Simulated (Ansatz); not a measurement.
# Cold compression of In (simple hexagonal type)

```
CELL_PARAMETERS angstrom
3.26165 0.00000 0.00000
-1.63083 2.82468 0.00000
0.00000 0.00000 3.09638
ATOMIC_POSITIONS crystal
In 0.00000 0.00000 0.00000
```

The cell comes from a relaxation on PAW files under the same functional, begun from a prototype that needn't be the stable phase.

Its volume is scaled, and at each volume shape and atoms are relaxed on PAW files; all methods then take that cell.

Level of theory: DFT with PBE, scalar-relativistic, in Ansatz 0.2.0; a Γ-centred 15×15×14 k mesh, Fermi–Dirac smearing of 0.1 eV, no spin polarisation. LAPW: all electrons, basis error target 1 meV/atom; PAW: frozen-core files, cutoff 420 eV; crystal datasets: all electrons, by PAW datasets that the program makes for each cell; norm-conserving: pseudopotentials, cutoff 952 eV; PAW (partial waves polarizable): frozen-core files, cutoff 420 eV.

Energies are extrapolated to zero smearing and count from the unscaled cell; pressure is positive in compression; gaps take the mesh and a band path. No temperature or zero-point motion is included.

| V/V0 | V (Å³/atom) | P LAPW (GPa) | ΔE LAPW (eV/atom) | P PAW − LAPW (GPa) | ΔE PAW − LAPW (meV/atom) | space group | shortest distance (Å) |
| --- | --- | --- | --- | --- | --- | --- | --- |
| 1.00 | 28.53 | 0.01 | 0.000 | 0.00 | 0.0 | P6/mmm | 3.096 |
| 0.95 | 27.10 | 1.83 | 0.008 | -0.01 | 0.0 | P6/mmm | 3.042 |
| 0.85 | 24.25 | 7.78 | 0.087 | -0.01 | -0.2 | P6/mmm | 2.926 |
| 0.75 | 21.40 | 19.66 | 0.318 | -0.01 | -0.3 | P6/mmm | 2.813 |
| 0.65 | 18.54 | ? | ? | ? | ? | ? | ? |
| 0.55 | 15.69 | 93.2 | 2.012 | 0.02 | -0.1 | P6/mmm | 2.548 |
| 0.45 | 12.84 | 207.9 | 4.542 | -0.07 | -0.2 | P6/mmm | 2.387 |
| 0.40 | 11.41 | 321.2 | 6.854 | -0.12 | -1.0 | P6/mmm | 2.296 |

Q: Fit the Vinet equation to the LAPW pressures shown (residuals weighted by 1/(|P| + 0.03·Pmax)), and predict the pressure of the withheld row.

A: The fit gives V0 = 28.58 Å³/atom, B0 = 28.8 GPa and B0′ = 6.12. At 18.54 Å³/atom, x = (V/V0)^(1/3) = 0.8657, and P = 3·B0·(1 − x)/x²·exp[1.5·(B0′ − 1)·(1 − x)] = 43.5 GPa. The run itself gave 43.4 GPa (+0.1 % off) and ΔE = 0.854 eV/atom.

Q: From the table, what is the rise of the enthalpy H = E + pV up to the last row, and how stiff is the crystal between the last two rows?

A: ΔH = 6.854 eV + (321.2 GPa × 11.41 Å³ − 0.01 GPa × 28.53 Å³) × 0.006242 eV/(GPa·Å³) = 29.73 eV/atom, of which pV makes 77 %. The mean bulk modulus there is −ΔP/Δln V = 962 GPa.

Q: At the smallest volume, how far do crystal datasets and norm-conserving and PAW (partial waves polarizable) lie from LAPW in pressure?

A: crystal datasets: 0.00 GPa; norm-conserving: -0.24 GPa; PAW (partial waves polarizable): -0.13 GPa, on a LAPW pressure of 321.2 GPa.

Q: How do the Löwdin populations by LAPW change from the unscaled cell to the last row?

A: In 4s 1.98 → 1.92, In 5s 1.31 → 0.90, In 4p 5.99 → 5.96, In 5p 1.72 → 2.28, In 4d 9.98 → 9.92 electrons an atom. These are projections on the shells that the free atoms fill; 0.01 e a cell lies outside them at the start and 0.03 e at the end.
